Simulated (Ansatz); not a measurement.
Stackings of close-packed layers of LiCl (capitals for Li, lower case for the other element), each relaxed to a stress under 0.05 GPa; energies count from the stacking AcBaCb (Fm-3m).

Method: Ansatz 0.2.0, DFT PBE, scalar-relativistic, plane waves, PAW.

Plane waves to 420 eV, a k mesh through Γ of 9×9×3 on the computed 10-atom cell and Gaussian smearing (0.02 eV); no spin polarisation.

Start (AcBcAcBaCb):

```xyz
10
Lattice="3.6418 0.0000 0.0000 -1.8209 3.1539 0.0000 0.0000 0.0000 14.8676" Properties=species:S:1:pos:R:3 pbc="T T T"
Li    0.0000    0.0000    0.0000
Cl    1.8209    1.0513    1.4868
Li    0.0000    2.1026    2.9735
Cl    1.8209    1.0513    4.4603
Li    0.0000    0.0000    5.9470
Cl    1.8209    1.0513    7.4338
Li    0.0000    2.1026    8.9205
Cl    0.0000    0.0000   10.4073
Li    1.8209    1.0513   11.8941
Cl    0.0000    2.1026   13.3808
```

Give the relaxed structure and its energy.

The free energy falls by 23 meV/atom.

```
excess energy (meV/atom)   : 41.7
spacing of like layers (Å) : 3.098
a (Å)                      : 3.611
gap on the mesh (eV)       : 5.66
```

Relaxed structure:
```yaml
crystal:
  lattice:
    - [3.61116, 0.00000, 0.00000]
    - [-1.80558, 3.12736, 0.00000]
    - [0.00000, 0.00000, 15.48841]
  atoms:
    - { symbol: Li, position: [0.00000, 0.00000, 0.99264] }
    - { symbol: Cl, position: [0.66667, 0.33333, 0.08908] }
    - { symbol: Li, position: [0.33333, 0.66667, 0.19455] }
    - { symbol: Cl, position: [0.66667, 0.33333, 0.30000] }
    - { symbol: Li, position: [0.00000, 0.00000, 0.40545] }
    - { symbol: Cl, position: [0.66667, 0.33333, 0.51092] }
    - { symbol: Li, position: [0.33333, 0.66667, 0.60736] }
    - { symbol: Cl, position: [0.00000, 0.00000, 0.70365] }
    - { symbol: Li, position: [0.66667, 0.33333, 0.80000] }
    - { symbol: Cl, position: [0.33333, 0.66667, 0.89635] }
```

An odd mesh misses points on the zone edge, so a gap read on it can be too wide.

The run took 44 s on 1 thread of Intel(R) Xeon(R) Platinum 8375C CPU @ 2.90GHz (Ice Lake) (shared host), peak memory 0.52 GiB.